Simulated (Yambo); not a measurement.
# CaSe in Yambo: convergence with bands in self energy

The system is CaSe.

```
Se Ca
1.0
     0.00000    2.95600    2.95600
     2.95600    0.00000    2.95600
     2.95600    2.95600    0.00000
Se Ca
1 1
Direct
  0.50000 0.50000 0.50000
  0.00000 0.00000 0.00000
```

```yaml
Program: Yambo 5.3.0
Task: G0W0 quasiparticle levels
Functional: PBEsol
Potentials_or_basis: PseudoDojo 0.4.1 SR PBEsol standard
Cutoff: 1170 eV
Density_cutoff: 4680 eV
k_mesh: 6 × 6 × 6
Occupations: fixed
Spin: no spin polarisation
k_mesh_of_the_self-consistent_run: 8 × 8 × 8
Random_integration_of_the_Coulomb_term: yes
Direction_of_the_field_or_of_q_to_0: x + y + z
Broadening: 0.1 eV
States_corrected: Γ and the k points of the band edges
Frequency_dependence_of_W: plasmon pole
Terminator_of_the_band_sum_in_the_self-energy: none
Quasiparticle_equation: linearised (Newton)
Imaginary_frequency_of_the_plasmon-pole_fit: 27.2114 eV
Bands_in_the_response: 113
Bands_in_the_self-energy: 33
Cutoff_of_the_response_matrix: 5 Ry
Cutoff_of_exchange_and_Vxc: 86 Ry
Bands_corrected_first_last: "[11, 14]"
```

These are the settings of the first run; the series varies bands in self energy, with any setting tied to it.

| bands in self energy | quasiparticle gap at the points computed (eV) |
| --- | --- |
| 33 | 4.024 |
| 53 | 4.089 |
| 113 | 4.084 |

Against the tightest run, the quasiparticle gap at the points computed stays within 0.05 eV from 53 on. The tightest run that finished is the yardstick and may itself not be fully converged.

Caveat, for the tightest run too: the potentials hold a filled d shell without the s and p states of that shell, which can shift GW gaps by tenths of an eV, either way; this version prints the column dSc/dw multiplied by 27.2.
